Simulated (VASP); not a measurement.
Li16H (a cell with a defect): relaxation of the atoms with LDA

Crystal: Li16H (a cell with a defect).

```
Li H
1.0
     6.98000    0.00000    0.00000
     0.00000    6.98000    0.00000
     0.00000    0.00000    6.98000
Li H
16 1
Direct
  0.00000 0.00000 0.00000
  0.50000 0.00000 0.00000
  0.00000 0.50000 0.00000
  0.00000 0.00000 0.50000
  0.25000 0.25000 0.25000
  0.50000 0.50000 0.00000
  0.50000 0.00000 0.50000
  0.75000 0.25000 0.25000
  0.00000 0.50000 0.50000
  0.25000 0.75000 0.25000
  0.25000 0.25000 0.75000
  0.50000 0.50000 0.50000
  0.75000 0.75000 0.25000
  0.75000 0.25000 0.75000
  0.25000 0.75000 0.75000
  0.75000 0.75000 0.75000
  0.74680 0.00918 0.11859
```

The cell was built by a generator and needn't be a form met in nature.

```
Program                : VASP 6.6.1
Task                   : relaxation of the atoms
Functional             : LDA
Potentials or basis    : VASP PAW LDA potentials, release 64 (Li_sv, H)
Cutoff                 : 520 eV
k mesh                 : 3 × 3 × 3
Occupations            : fermi-dirac, width 0.1 eV
Spin                   : no spin polarisation
Dipole correction      : no
Further INCAR settings : LREAL = Auto; ALGO = Fast; EDIFF = 1e-06; IBRION = 2; EDIFFG = -0.03; NSW = 80
```

- Energy gained by relaxing: 4.1 meV/atom
- Ionic steps: 7
- Largest force after relaxing: 0.027 eV/Å
- Band gap on the k mesh: none (metal or under the smearing width)

Forces in eV/Å, atoms in the order of the input:
```
Li  -0.020 -0.003  0.003
Li  -0.004 -0.002 -0.009
Li  -0.010 -0.001 -0.001
Li   0.007  0.001  0.016
Li   0.000 -0.003  0.004
Li   0.007 -0.001 -0.002
Li  -0.009  0.000  0.017
Li   0.002  0.000  0.008
Li  -0.004  0.002 -0.017
Li   0.000  0.008  0.004
Li   0.002  0.007  0.016
Li   0.002  0.001 -0.018
Li   0.001 -0.012  0.016
Li   0.000  0.014 -0.023
Li   0.001 -0.001  0.017
Li   0.001 -0.007 -0.020
H    0.025 -0.003 -0.011
```

The path:
```
step  energy change (eV)  largest force (eV/Å)  pressure (GPa)
   1              0.0000                0.2955           -1.75
   2             -0.0128                0.2702           -1.73
   3             -0.0436                0.1864           -1.67
   4             -0.0636                0.0722           -1.56
   5             -0.0645                0.0508           -1.59
   6             -0.0666                0.0434           -1.58
   7             -0.0702                0.0272           -1.57
```

Final structure:
```
Li H
1.0
     6.98000    0.00000    0.00000
     0.00000    6.98000    0.00000
     0.00000    0.00000    6.98000
Li H
16 1
Direct
  0.98863 0.00101 0.00775
  0.51124 0.00091 0.00785
  0.00376 0.50055 0.99770
  0.00344 0.00011 0.50472
  0.24981 0.25394 0.25277
  0.49624 0.50056 0.99769
  0.49660 0.00011 0.50456
  0.74965 0.23683 0.24082
  0.99782 0.50029 0.49746
  0.24976 0.74616 0.25271
  0.24981 0.24877 0.75170
  0.50198 0.50037 0.49763
  0.74969 0.76617 0.23958
  0.74994 0.25250 0.74634
  0.24983 0.75213 0.75231
  0.74994 0.74686 0.74563
  0.74867 0.00191 0.12138
```

Levels at points of the mesh, in eV from the Fermi level:
```
           k point  band 21  band 22  band 23  band 24  band 25  band 26  band 27  band 28
(0.00, 0.00, 0.00)    -1.09    -1.07    -1.01    -0.30     0.25     0.25     0.25     0.25
```

Run time: 12 min on 1 thread of Intel(R) Xeon(R) 6975P-C (Granite Rapids) (shared host), peak memory 0.36 GiB.

Caveat: the cutoff is under 1.25 times the usual one of these potentials, so pressure, stress and relaxed cells hold a basis-set (Pulay) error.
